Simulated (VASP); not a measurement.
# TiN (Fm-3m) in VASP: band structure with PBEsol

Aim: the band structure of TiN with PBEsol.

Program: VASP 6.6.1. These are calculated values, not measurements. Logs are shortened: lines on timing, memory, paths and dates and some standing lists are left out, and cuts for length are marked.

## (1) The structure

It takes space group Fm-3m (No. 225, cubic). The conventional cell has a = 4.206 Å, b = 4.206 Å, c = 4.206 Å, α = 90.00°, β = 90.00°, γ = 90.00°. Ti (site symmetry m-3m) is surrounded by 6 N at 2.10 Å. N (site symmetry m-3m) is surrounded by 6 Ti at 2.10 Å.

## (2) Band structure, PBEsol

Input file INCAR:

```
SYSTEM = TiN
ALGO = Normal
EDIFF = 1E-6
ENCUT = 520
GGA = PS
ICORELEVEL = 1
ISIF = 2
ISMEAR = 1
LASPH = .True.
LCHARG = .False.
LMAXMIX = 4
LREAL = .False.
LWAVE = .False.
NBANDS = 16
NELM = 80
PREC = Accurate
SIGMA = 0.1
```

Input file KPOINTS:

```
k-points
0
Gamma
  16 16 16
  0 0 0
```

Input file POSCAR:

```
TiN                                     
1.0
    0.0000000000      2.1029354751      2.1029354751
    2.1029354751      0.0000000000      2.1029354751
    2.1029354751      2.1029354751      0.0000000000
  Ti              N             
     1     1
Direct
     0.0000000000000000    0.0000000000000000    0.0000000000000000
     0.5000000000000000    0.5000000000000000    0.5000000000000000
```

Input file KPOINTS_OPT:

```
explicit points
109
Reciprocal
 0.0000000000  0.0000000000  0.0000000000 1
 0.0555555556  0.0000000000  0.0555555556 1
 0.1111111111  0.0000000000  0.1111111111 1
 0.1666666667  0.0000000000  0.1666666667 1
 0.2222222222  0.0000000000  0.2222222222 1
 0.2777777778  0.0000000000  0.2777777778 1
 0.3333333333  0.0000000000  0.3333333333 1
 0.3888888889  0.0000000000  0.3888888889 1
 0.4444444444  0.0000000000  0.4444444444 1
 0.5000000000  0.0000000000  0.5000000000 1
 0.5000000000  0.0000000000  0.5000000000 1
 0.5000000000  0.0277777778  0.5277777778 1
 0.5000000000  0.0555555556  0.5555555556 1
 0.5000000000  0.0833333333  0.5833333333 1
 0.5000000000  0.1111111111  0.6111111111 1
 0.5000000000  0.1388888889  0.6388888889 1
 0.5000000000  0.1666666667  0.6666666667 1
 0.5000000000  0.1944444444  0.6944444444 1
 0.5000000000  0.2222222222  0.7222222222 1
 0.5000000000  0.2500000000  0.7500000000 1
 0.5000000000  0.2500000000  0.7500000000 1
 0.4861111111  0.2638888889  0.7500000000 1
 0.4722222222  0.2777777778  0.7500000000 1
 0.4583333333  0.2916666667  0.7500000000 1
 0.4444444444  0.3055555556  0.7500000000 1
 0.4305555556  0.3194444444  0.7500000000 1
 0.4166666667  0.3333333333  0.7500000000 1
 0.4027777778  0.3472222222  0.7500000000 1
 0.3888888889  0.3611111111  0.7500000000 1
 0.3750000000  0.3750000000  0.7500000000 1
 0.3750000000  0.3750000000  0.7500000000 1
 0.3333333333  0.3333333333  0.6666666667 1
 0.2916666667  0.2916666667  0.5833333333 1
 0.2500000000  0.2500000000  0.5000000000 1
 0.2083333333  0.2083333333  0.4166666667 1
 0.1666666667  0.1666666667  0.3333333333 1
 0.1250000000  0.1250000000  0.2500000000 1
 0.0833333333  0.0833333333  0.1666666667 1
 0.0416666667  0.0416666667  0.0833333333 1
 0.0000000000  0.0000000000  0.0000000000 1
 0.0000000000  0.0000000000  0.0000000000 1
 0.0555555556  0.0555555556  0.0555555556 1
 0.1111111111  0.1111111111  0.1111111111 1
 0.1666666667  0.1666666667  0.1666666667 1
 0.2222222222  0.2222222222  0.2222222222 1
 0.2777777778  0.2777777778  0.2777777778 1
 0.3333333333  0.3333333333  0.3333333333 1
 0.3888888889  0.3888888889  0.3888888889 1
 0.4444444444  0.4444444444  0.4444444444 1
 0.5000000000  0.5000000000  0.5000000000 1
 0.5000000000  0.5000000000  0.5000000000 1
 0.5138888889  0.4722222222  0.5138888889 1
 0.5277777778  0.4444444444  0.5277777778 1
 0.5416666667  0.4166666667  0.5416666667 1
 0.5555555556  0.3888888889  0.5555555556 1
 0.5694444444  0.3611111111  0.5694444444 1
 0.5833333333  0.3333333333  0.5833333333 1
 0.5972222222  0.3055555556  0.5972222222 1
 0.6111111111  0.2777777778  0.6111111111 1
 0.6250000000  0.2500000000  0.6250000000 1
 0.6250000000  0.2500000000  0.6250000000 1
 0.6111111111  0.2500000000  0.6388888889 1
 0.5972222222  0.2500000000  0.6527777778 1
 0.5833333333  0.2500000000  0.6666666667 1
 0.5694444444  0.2500000000  0.6805555556 1
 0.5555555556  0.2500000000  0.6944444444 1
 0.5416666667  0.2500000000  0.7083333333 1
 0.5277777778  0.2500000000  0.7222222222 1
 0.5138888889  0.2500000000  0.7361111111 1
 0.5000000000  0.2500000000  0.7500000000 1
 0.5000000000  0.2500000000  0.7500000000 1
 0.5000000000  0.2777777778  0.7222222222 1
 0.5000000000  0.3055555556  0.6944444444 1
 0.5000000000  0.3333333333  0.6666666667 1
 0.5000000000  0.3611111111  0.6388888889 1
 0.5000000000  0.3888888889  0.6111111111 1
 0.5000000000  0.4166666667  0.5833333333 1
 0.5000000000  0.4444444444  0.5555555556 1
 0.5000000000  0.4722222222  0.5277777778 1
 0.5000000000  0.5000000000  0.5000000000 1
 0.5000000000  0.5000000000  0.5000000000 1
 0.4861111111  0.4861111111  0.5277777778 1
 0.4722222222  0.4722222222  0.5555555556 1
 0.4583333333  0.4583333333  0.5833333333 1
 0.4444444444  0.4444444444  0.6111111111 1
 0.4305555556  0.4305555556  0.6388888889 1
 0.4166666667  0.4166666667  0.6666666667 1
 0.4027777778  0.4027777778  0.6944444444 1
 0.3888888889  0.3888888889  0.7222222222 1
 0.3750000000  0.3750000000  0.7500000000 1
 0.6250000000  0.2500000000  0.6250000000 1
 0.6111111111  0.2222222222  0.6111111111 1
 0.5972222222  0.1944444444  0.5972222222 1
 0.5833333333  0.1666666667  0.5833333333 1
 0.5694444444  0.1388888889  0.5694444444 1
 0.5555555556  0.1111111111  0.5555555556 1
 0.5416666667  0.0833333333  0.5416666667 1
 0.5277777778  0.0555555556  0.5277777778 1
 0.5138888889  0.0277777778  0.5138888889 1
 0.5000000000  0.0000000000  0.5000000000 1
 0.0000000000  0.0000000000  0.0000000000 1
 0.3750000000  0.3750000000  0.7500000000 1
 0.5000000000  0.5000000000  0.5000000000 1
 0.6250000000  0.2500000000  0.6250000000 1
 0.5000000000  0.2500000000  0.7500000000 1
 0.5000000000  0.0000000000  0.5000000000 1
 0.4000000000  0.0000000000  0.4000000000 1
 0.4250000000  0.0000000000  0.4250000000 1
 0.4500000000  0.0000000000  0.4500000000 1
```

Potentials or basis: VASP PAW PBE potentials, release 64 (Ti_sv, N).

The run is started by

```console
> cat potpaw_PBE.64/Ti_sv/POTCAR potpaw_PBE.64/N/POTCAR > POTCAR
> mpirun -np 1 vasp_std > vasp.out
```

OUTCAR:

```text
SYSTEM = TiN
   EDIFF = 1E-6
   ENCUT = 520
   GGA = PS
   ISIF = 2
   ISMEAR = 1
   LASPH = .True.
   LREAL = .False.
   NELM = 80
   PREC = Accurate

 ion  position               nearest neighbor table
   1  0.000  0.000  0.000-   2 2.10   2 2.10   2 2.10   2 2.10   2 2.10   2 2.10
   2  0.500  0.500  0.500-   1 2.10   1 2.10   1 2.10   1 2.10   1 2.10   1 2.10

  LATTYP: Found a face centered cubic cell.
 ALAT       =     4.2058709502

  Lattice vectors:

 A1 = (   0.0000000000,   2.1029354751,   2.1029354751)
 A2 = (   2.1029354751,   0.0000000000,   2.1029354751)
 A3 = (   2.1029354751,   2.1029354751,   0.0000000000)

Analysis of symmetry for initial positions (statically):
=====================================================================
 Subroutine PRICEL returns:
 Original cell was already a primitive cell.

 Routine SETGRP: Setting up the symmetry group for a
 face centered cubic supercell.

 Subroutine GETGRP returns: Found 48 space group operations
 (whereof 48 operations were pure point group operations)
 out of a pool of 48 trial point group operations.

The static configuration has the point symmetry O_h .

Analysis of symmetry for dynamics (positions and initial velocities):
=====================================================================
 Subroutine PRICEL returns:
 Original cell was already a primitive cell.

 Routine SETGRP: Setting up the symmetry group for a
 face centered cubic supercell.

 Subroutine GETGRP returns: Found 48 space group operations
 (whereof 48 operations were pure point group operations)
 out of a pool of 48 trial point group operations.

The dynamic configuration has the point symmetry O_h .

 Subroutine INISYM returns: Found 48 space group operations
 (whereof 48 operations are pure point group operations),
 and found     1 'primitive' translations

----------------------------------------------------------------------------------------

                                     Primitive cell

  volume of cell :      18.5998

  direct lattice vectors                    reciprocal lattice vectors
     0.000000000  2.102935475  2.102935475    -0.237762882  0.237762882  0.237762882
     2.102935475  0.000000000  2.102935475     0.237762882 -0.237762882  0.237762882
     2.102935475  2.102935475  0.000000000     0.237762882  0.237762882 -0.237762882

  length of vectors
     2.973999870  2.973999870  2.973999870     0.411817392  0.411817392  0.411817392

  position of ions in fractional coordinates (direct lattice)
     0.000000000  0.000000000  0.000000000
     0.500000000  0.500000000  0.500000000

  ion indices of the primitive-cell ions
   primitive index   ion index
                 1           1
                 2           2

----------------------------------------------------------------------------------------

 KPOINTS: k-points

Automatic generation of k-mesh.
 Grid dimensions read from file:
 generate k-points for:   16   16   16

 Generating k-lattice:

  Cartesian coordinates                     Fractional coordinates (reciprocal lattice)
    -0.014860180  0.014860180  0.014860180     0.062500000  0.000000000  0.000000000
     0.014860180 -0.014860180  0.014860180     0.000000000  0.062500000  0.000000000
     0.014860180  0.014860180 -0.014860180     0.000000000  0.000000000  0.062500000

  Length of vectors
     0.025738587  0.025738587  0.025738587

  Shift w.r.t. Gamma in fractional coordinates (k-lattice)
     0.000000000  0.000000000  0.000000000

 Subroutine IBZKPT returns following result:
 ===========================================

 Found    145 irreducible k-points:

 Following reciprocal coordinates:
            Coordinates               Weight
  0.000000  0.000000  0.000000      1.000000
  0.062500  0.000000  0.000000      8.000000
  0.125000  0.000000  0.000000      8.000000
  0.187500  0.000000  0.000000      8.000000
  0.250000  0.000000  0.000000      8.000000
  0.312500  0.000000  0.000000      8.000000
[... 16 lines left out ...]
 -0.125000  0.062500  0.000000     24.000000
 -0.062500  0.062500  0.000000     12.000000
 [... further k-points ...]
   k-points           NKPTS =    145   k-points in BZ     NKDIM =    145   number of bands    NBANDS=     16
   number of dos      NEDOS =    301   number of ions     NIONS =      2
   total plane-waves  NPLWV =  13824
   dimension x,y,z NGX =    24 NGY =   24 NGZ =   24
   dimension x,y,z NGXF=    48 NGYF=   48 NGZF=   48
   ions per type =               1   1
   NGX,Y,Z   is equivalent  to a cutoff of  13.42, 13.42, 13.42 a.u.
   NGXF,Y,Z  is equivalent  to a cutoff of  26.83, 26.83, 26.83 a.u.
 SYSTEM =  TiN
   PREC   = accura    normal or accurate (medium, high low for compatibility)
   ISTART =      0    job   : 0-new  1-cont  2-samecut
   ICHARG =      2    charge: 1-file 2-atom 10-const
   ISPIN  =      1    spin polarized calculation?
   LNONCOLLINEAR =      F non collinear calculations
   LSORBIT =      F    spin-orbit coupling
   LASPH  =      T    aspherical Exc in radial PAW
   ENCUT  =  520.0 eV  38.22 Ry    6.18 a.u.   5.53  5.53  5.53*2*pi/ulx,y,z
   NELM   =     80;   NELMIN=  2; NELMDL= -5     # of ELM steps
   EDIFF  = 0.1E-05   stopping-criterion for ELM
   LREAL  =      F    real-space projection
   EDIFFG = 0.1E-04   stopping-criterion for IOM
   NSW    =      0    number of steps for IOM
   IBRION =     -1    ionic relax: 0-MD 1-quasi-New 2-CG
   NFREE  =      0    steps in history (QN), initial steepest desc. (CG)
   ISIF   =      2    stress and relaxation
   ISYM   =      2    0-nonsym 1-usesym 2-fastsym
   POTIM  = 0.5000    time-step for ionic-motion
   TEBEG  =    0.0;   TEEND  =   0.0 temperature during run
   PSTRESS=    0.0 pullay stress
   NELECT =      17.0000    total number of electrons
   NUPDOWN=      -1.0000    fix difference up-down
   EMIN   =  10.00;   EMAX   =-10.00  energy-range for DOS
   EFERMI =   0.00;   METHOD = LEGACY
   ISMEAR =     1;   SIGMA  =   0.10  broadening in eV -4-tet -1-fermi 0-gaus
   EFERMI_NEDOS =   21; number of points for ismear=-14 and -15
   IALGO  =     38    algorithm
   IMIX   =      4    mixing-type and parameters
     AMIX     =   0.40;   BMIX     =  1.00
     AMIX_MAG =   1.60;   BMIX_MAG =  1.00
  volume/ion in A,a.u.               =       9.30        62.76
  Fermi-wavevector in a.u.,A,eV,Ry     =   1.588749  3.002300 34.342768  2.524122
  Thomas-Fermi vector in A             =   2.687704
   LORBIT       =      0    0 simple, 1 ext, 2 COOP (PROOUT), +10 PAW based schemes
   GGA     = PS    functional components
   LHFCALC =     F    Hartree Fock is set to
   AEXX    =    0.0000 exact exchange contribution
   IVDW    =     0    specifies the selected vdW correction
   LEPSILON=     F    determine dielectric tensor
   LRPA    =     F    only Hartree local field effects (RPA)
 non-spin polarized calculation
 Methfessel and Paxton  Order N= 1 SIGMA  =   0.10
  energy-cutoff  :      520.00
  volume of cell :       18.60
 maximum number of plane-waves:       531
 NGX is ok and might be reduce to    24
   NGX = 11   NGY = 11   NGZ = 11

 number of electron      16.9999998 magnetization

 Free energy of the ion-electron system (eV)
  ---------------------------------------------------
  ext. energy  EPLUGINS =         0.00000000
  ---------------------------------------------------
  free energy    TOTEN  =       -20.78026694 eV

  energy without entropy =      -20.77887050  energy(sigma->0) =      -20.77980146

 the core state eigenenergies are
   1-  1s  -4851.9979  2s   -520.7072  2p   -427.9881
   2-  1s   -366.0637

 E-fermi :  11.6678     XC(G=0): -13.3641

 val. band max:       11.6642004195   @ k =   0.3750   0.1250   0.0000
 cond. band min:      11.6688589480   @ k =  -0.1875   0.0625   0.0000
 fundamental gap:      0.0046585285
 Fermi energy:        11.6677561331

 k-point     1 :       0.0000    0.0000    0.0000
  band No.  band energies     occupation
      1     -45.9144      2.00000
      2     -21.9745      2.00000
      3     -21.9745      2.00000
      4     -21.9745      2.00000
      5      -5.5391      2.00000
      6       9.6067      2.00000
[... 277 lines left out ...]
 k-point    16 :       0.4375    0.0625    0.0000
  band No.  band energies     occupation
      1     -45.8083      2.00000
      2     -22.6423      2.00000

------------------------ aborting loop because EDIFF is reached ----------------------------------------

  FORCE on cell =-STRESS in cart. coord.  units (eV):
  Direction    XX          YY          ZZ          XY          YZ          ZX
  --------------------------------------------------------------------------------------
  -------------------------------------------------------------------------------------
  Total        0.0049288      0.0049288      0.0049288     -0.0000000      0.0000000      0.0000000
  in kB        0.4245633      0.4245633      0.4245633     -0.0000000      0.0000000      0.0000000
  external PRESSURE =       0.4245633 kB  Pullay stress =       0.0000000 kB

 VOLUME and BASIS-vectors are now :
 -----------------------------------------------------------------------------
  energy-cutoff  :      520.00
  volume of cell :       18.60
      direct lattice vectors                 reciprocal lattice vectors
     0.000000000  2.102935475  2.102935475    -0.237762882  0.237762882  0.237762882
     2.102935475  0.000000000  2.102935475     0.237762882 -0.237762882  0.237762882
     2.102935475  2.102935475  0.000000000     0.237762882  0.237762882 -0.237762882

 POSITION                                       TOTAL-FORCE (eV/Angst)
 -----------------------------------------------------------------------------------
      0.00000      0.00000      0.00000         0.000000      0.000000     -0.000000
      2.10294      2.10294      2.10294         0.000000     -0.000000      0.000000
 -----------------------------------------------------------------------------------
    total drift:                                0.000000     -0.000000     -0.000000

  FREE ENERGIE OF THE ION-ELECTRON SYSTEM (eV)
  ---------------------------------------------------
  free  energy   TOTEN  =       -20.7802669437 eV

  energy  without entropy=      -20.7788705006  energy(sigma->0) =      -20.77980146
```

Wall time 38 s (1 thread of AMD EPYC 9R45 (Zen 5), shared host); peak memory 0.16 GiB.

What came out:

```
Free energy             : -20.7803 eV
Pressure                : 0.0 GPa
Band gap along the path : none (metal or under the smearing width)
```

Levels at the corners of the path, in eV from the Fermi level:
```
point  band 5  band 6  band 7  band 8  band 9  band 10  band 11  band 12  band 13  band 14
    Γ  -17.21   -2.06   -2.06   -2.06   -0.66    -0.66    -0.66     0.58     0.58     5.67
    X  -15.77   -5.91   -3.26   -3.26   -3.24     1.70     2.50     2.50     3.83    10.86
    X  -15.77   -5.91   -3.26   -3.26   -3.24     1.70     2.50     2.50     3.83    10.86
    W  -15.26   -5.58   -5.58   -5.50    0.95     0.95     2.51     3.31     4.03    12.24
    W  -15.26   -5.58   -5.58   -5.50    0.95     0.95     2.51     3.31     4.03    12.24
    K  -15.31   -5.96   -5.82   -4.56   -0.50     2.07     2.42     3.79     3.91    11.71
    K  -15.31   -5.96   -5.82   -4.56   -0.50     2.07     2.42     3.79     3.91    11.71
    Γ  -17.21   -2.06   -2.06   -2.06   -0.66    -0.66    -0.66     0.58     0.58     5.67
    Γ  -17.21   -2.06   -2.06   -2.06   -0.66    -0.66    -0.66     0.58     0.58     5.67
    L  -14.59   -8.28   -5.63   -5.63    1.76     1.76     2.47     5.97     5.97     6.11
    L  -14.59   -8.28   -5.63   -5.63    1.76     1.76     2.47     5.97     5.97     6.11
    U  -15.31   -5.96   -5.82   -4.56   -0.50     2.07     2.42     3.79     3.91    11.71
    U  -15.31   -5.96   -5.82   -4.56   -0.50     2.07     2.42     3.79     3.91    11.71
    W  -15.26   -5.58   -5.58   -5.50    0.95     0.95     2.51     3.31     4.03    12.24
    W  -15.26   -5.58   -5.58   -5.50    0.95     0.95     2.51     3.31     4.03    12.24
    L  -14.59   -8.28   -5.63   -5.63    1.76     1.76     2.47     5.97     5.97     6.11
    L  -14.59   -8.28   -5.63   -5.63    1.76     1.76     2.47     5.97     5.97     6.11
    K  -15.31   -5.96   -5.82   -4.56   -0.50     2.07     2.42     3.79     3.91    11.71
    U  -15.31   -5.96   -5.82   -4.56   -0.50     2.07     2.42     3.79     3.91    11.71
    X  -15.77   -5.91   -3.26   -3.26   -3.24     1.70     2.50     2.50     3.83    10.86
```

Core levels (eV, on the scale of the bands):
| atom | levels |
| --- | --- |
| 1 Ti | 1s -4852.0, 2s -520.7, 2p -428.0 |
| 2 N | 1s -366.1 |

Caveat: the PAW data sets were made with another functional, which shifts forces and pressure a little.
